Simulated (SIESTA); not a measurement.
CuO:

```
Cu O
1.0
     3.42205    0.00000    0.00000
     0.00000    3.42205    0.00000
     0.00000    0.00000    4.26046
Cu O
2 2
Direct
  0.00000 0.50000 0.00000
  0.50000 0.00000 0.50000
  0.00000 0.00000 0.25000
  0.00000 0.00000 0.75000
```

Measurements of this composition are mostly on another form, of space group No. 15.

| Quantity | Value |
| --- | --- |
| Program | SIESTA 5.4.2 |
| Task | single point |
| Functional | PBE |
| Potentials or basis | PseudoDojo 0.4 standard (PBE files) |
| Basis | DZP (energy shift 0.003 Ry; two zetas on semicore shells) |
| Grid cutoff | 800 Ry |
| Energy shift | 0.003 Ry |
| k mesh | 8 × 8 × 6 |
| Occupations | fermi-dirac, width 0.05 eV |
| Spin | no spin polarisation |

On this cell: pressure -1.3 GPa; largest force under 0.003 eV/Å; band gap on the k mesh none (metal or under the smearing width).

The same run follows on a disturbed copy (atoms moved at random, drawn with an rms of 0.05 Å):

```xyz
4
Lattice="3.4221 0.0000 0.0000 0.0000 3.4221 0.0000 0.0000 0.0000 4.2605" Properties=species:S:1:pos:R:3 pbc="T T T"
Cu    0.0143    1.6883   -0.0750
Cu    1.7290   -0.0318    2.1628
O    -0.0263   -0.0130    1.0794
O    -0.0242   -0.0071    3.1713
```

Task: What does the disturbed cell give?

Result: The energy (extrapolated to zero smearing) moves by +14.4 meV/atom; pressure -0.8 GPa; largest force 0.740 eV/Å; band gap on the k mesh none (metal or under the smearing width).

Forces in eV/Å, atoms in the order of the input:
```
Cu  -0.162  0.151  0.605
Cu  -0.556  0.081 -0.433
O    0.329 -0.100 -0.656
O    0.389 -0.133  0.484
```

Stress tensor (GPa, compression positive):
```
-11.39   0.05   0.25
  0.05 -12.20   0.17
  0.25   0.17  21.22
```

Caveats: short orbitals over semicore shells can move pressures by several GPa; the basis of atomic orbitals isn't converged, which shifts pressures, moduli and gaps; the run has no spin polarisation, though such a crystal can be magnetic; semilocal functionals often make such compounds metallic where correlation or magnetic order opens a gap, which also shifts bond lengths.
